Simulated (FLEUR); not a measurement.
The system is Li2S.

```xyz
3
Lattice="0.0000 2.8445 2.8445 2.8445 0.0000 2.8445 2.8445 2.8445 0.0000" Properties=species:S:1:pos:R:3 pbc="T T T"
S     0.0000    0.0000    0.0000
Li    4.2668    4.2668    4.2668
Li    1.4223    1.4223    1.4223
```

Base run:

```yaml
Program: FLEUR MaX-R8.1 (later development tree)
Functional: r2SCAN
Potentials_or_basis: all-electron
Basis: FLAPW
Kmax: 4.24 1/bohr
k_mesh: 8 × 8 × 8
Occupations: fermi-dirac, width 0.05 eV
Spin: no spin polarisation
```

Its results: band gap on the k mesh 3.86 eV, indirect (least direct gap 4.95 eV).

Q: The run is repeated on the same cell with these changes: functional from r2SCAN to PBEsol. What comes out?

A: Band gap on the k mesh 3.22 eV, indirect (least direct gap 4.12 eV).

r2SCAN gives the wider gap, since meta-GGAs in the generalised Kohn-Sham scheme recover part of the derivative discontinuity.

Caveats: the meta-GGA is that of a development version, with a GGA for the radial functions and cores and without core tails (some runs).

Not every run made on this cell is shown here.
